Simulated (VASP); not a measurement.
The system is Ag.

```
CELL_PARAMETERS angstrom
0.00000 2.04275 2.04275
2.04275 0.00000 2.04275
2.04275 2.04275 0.00000
ATOMIC_POSITIONS crystal
Ag 0.00000 0.00000 0.00000
```

* Program: VASP 6.6.1
* Task: relaxation of cell and atoms
* Functional: PBE
* Potentials or basis: VASP PAW PBE potentials, release 64 (Ag)
* Cutoff: 600 eV
* k mesh: 11 × 11 × 11
* Occupations: fermi-dirac, width 0.05 eV
* Spin: no spin polarisation

At the start: pressure 4.2 GPa; volume 17.05 Å³/atom.

Question: How do energy, volume and symmetry change on relaxing?

Answer: Over 3 steps the energy falls by 9.1 meV/atom and the volume is 17.77 Å³/atom (+4.2 %); space group Fm-3m (No. 225, to 0.05 Å).

Step by step:
```
step  energy change (eV)  largest force (eV/Å)  pressure (GPa)  volume (Å³)
   1              0.0000                0.0000            4.23        17.05
   2             -0.0066                0.0000           -1.90        18.18
   3             -0.0091                0.0000            0.01        17.77
```

Final structure:
```
Ag
1.0
     0.00000    2.07121    2.07121
     2.07121    0.00000    2.07121
     2.07121    2.07121    0.00000
Ag
1
Direct
  0.00000 0.00000 0.00000
```
